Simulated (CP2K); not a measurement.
Runs of CP2K 2026.2 on Bi2Se3 (Paraguanajuatite). It takes space group R-3m (No. 166, trigonal). The conventional cell has a = 4.143 Å, b = 4.143 Å, c = 28.636 Å, α = 90.00°, β = 90.00°, γ = 120.00°. Bi (site symmetry 3m) is surrounded by 6 Se at 2.85 to 3.07 Å. Se (site symmetry 3m) is surrounded by 3 Bi at 2.85 Å. Se (site symmetry -3m) is surrounded by 6 Bi at 3.07 Å. 

| task | level | potentials or basis | cell | k mesh | smearing | EPS_DEFAULT | k points reduced by the point group | NGRIDS | CUTOFF of the grids | points a segment of the path (NPOINTS) | gap on the mesh (eV) | pressure (GPa) | largest force (eV/Å) |
| --- | --- | --- | --- | --- | --- | --- | --- | --- | --- | --- | --- | --- | --- |
| band structure | TB-mBJ | POTENTIAL_UZH Bi GTH-PBE-q5, Se GTH-PBE-q6; TZVP-MOLOPT-PBE-GTH basis | as given | 8 × 8 × 8 | fermi-dirac 0.0259 eV | 1.0E-9 | yes | 5 | 675 Ry | 10 | (b) | - | - |
| band structure | PBEsol | POTENTIAL_UZH Bi GTH-PBE-q5, Se GTH-PBE-q6; TZVP-MOLOPT-PBE-GTH basis | as given | 8 × 8 × 8 | fermi-dirac 0.1 eV | 1.0E-9 | yes | 4 | 450 Ry | 8 | (a) | 1.7 | 0.39 |
| single point | PBEsol+D3(BJ)+ATM | POTENTIAL_UZH Bi GTH-PBE-q5, Se GTH-PBE-q6; DZVP-MOLOPT-PBE-GTH basis | as given | 8 × 8 × 8 | fermi-dirac 0.05 eV | 1.0E-10 | yes | 5 | 450 Ry | - | 0.10 | (c) | 0.41 |
| single point | PBEsol+rVV10 | POTENTIAL_UZH Bi GTH-PBE-q5, Se GTH-PBE-q6; DZVP-MOLOPT-PBE-GTH basis | as given | 8 × 8 × 8 | fermi-dirac 0.05 eV | 1.0E-10 | yes | 5 | 450 Ry | - | 0.09 | 1.6 | 0.44 |
| band structure | r2SCAN | POTENTIAL_UZH Bi GTH-SCAN-q5, Se GTH-SCAN-q6; TZVP-MOLOPT-SCAN-GTH basis | as given | 8 × 8 × 8 | fermi-dirac 0.05 eV | 1.0E-10 | yes | 4 | 675 Ry | 6 | 0.41 | 0.0 | 0.17 |
| band structure | PBE | POTENTIAL_UZH Bi GTH-PBE-q5, Se GTH-PBE-q6; TZVP-MOLOPT-PBE-GTH basis | as given | 8 × 8 × 8 | fermi-dirac 0.1 eV | 1.0E-9 | yes | 5 | 450 Ry | 10 | 0.20 | 3.1 | 0.29 |
| relaxation of cell and atoms | LDA | GTH_POTENTIALS Bi GTH-PADE-q5, Se GTH-PADE-q6; TZVP-MOLOPT-PBE-GTH basis | relaxed | 6 × 6 × 6 | fermi-dirac 0.05 eV | 1.0E-9 | - | 5 | 450 Ry | - | 0.03 | 0.0 | 0.05 |

Alike in all rows: no spin polarisation.

Fill in the values left out.

(a) 0.11; (b) 0.49; (c) -0.2.

Caveats: spin-orbit coupling is left out, which as a rule narrows the gap of such compounds by several tenths of an eV; the basis of atomic orbitals isn't converged, which shifts pressures, moduli and gaps; the potentials were made for another functional, which shifts forces and pressure (some runs); this is a model potential without an energy functional, so only levels have meaning (some runs); the printed path begins after the first move (some runs).

A k mesh can miss the band edges, and the runs leave out spin-orbit coupling on Bi, Se.

Not every run made on this cell is shown here.
